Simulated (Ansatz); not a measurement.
**MgI2 (fluorite): gap against strain (isotropic on every length)**

MgI2 in the fluorite structure, relaxed with r2SCAN in Ansatz 0.2.0, then strained (isotropic on every length; changes of length per length, axes as in the cell below) with the atoms relaxed again within the symmetry that is left. The symmetry is Fm-3m (No. 225, cubic); a = 7.511 Å in the conventional setting, 35.32 Å³ an atom. Around Mg lie 8 I at 3.25 Å; around I lie 4 Mg at 3.25 Å. These are computed values for a spin-unpolarised cell that may be hypothetical; none is a measurement.

```
Mg I
1.0
     0.00000    3.75572    3.75572
     3.75572    0.00000    3.75572
     3.75572    3.75572    0.00000
Mg I
1 2
Direct
  0.00000 0.00000 0.00000
  0.25000 0.25000 0.25000
  0.75000 0.75000 0.75000
```

Gaps are the least over each mesh (PBE 6×6×6, r2SCAN 6×6×6, HSE06 4×4×4 when unstrained) and the special points, which keep their unstrained names; stress is the change from the unstrained cell, compression positive.

| strain (%) | gap, PBE (eV) | gap, r2SCAN (eV) | gap, HSE06 (eV) | edges, HSE06 | mean stress, r2SCAN (GPa) | energy rise, r2SCAN (meV/atom) |
| --- | --- | --- | --- | --- | --- | --- |
| -3.58 | 0.761 | 1.187 | 1.487 | X | +4.33 | 44.2 |
| -1.57 | 0.700 | 1.402 | 1.533 | X → Γ | +1.63 | 7.8 |
| 0.0 | 0.609 | 1.341 | 1.427 | X → Γ | 0.00 | 0.0 |
| +1.96 | 0.504 | 1.218 | 1.303 | X → Γ | -1.58 | 11.3 |

**Question.** Estimate the row for a strain of +2.31 %.

**Answer.**

| strain (%) | gap, PBE (eV) | gap, r2SCAN (eV) | gap, HSE06 (eV) | edges, HSE06 | mean stress, r2SCAN (GPa) | energy rise, r2SCAN (meV/atom) |
| --- | --- | --- | --- | --- | --- | --- |
| +2.31 | 0.486 | 1.197 | 1.282 | X → Γ | -1.81 | 15.4 |

With HSE06 the edges change from X (direct) to X → Γ (indirect) between -3.58 and -1.57 %. With r2SCAN the edges change from X (direct) to X → Γ (indirect) between -1.57 and 0.0 %. With PBE the edges change from X (direct) to X → Γ (indirect) between -3.58 and -1.57 %.

Spin-orbit coupling is left out, which matters wherever the heavy atoms make up the band edges.

The meshes of the hybrids are coarse, so their gaps aren't converged to the digits shown.
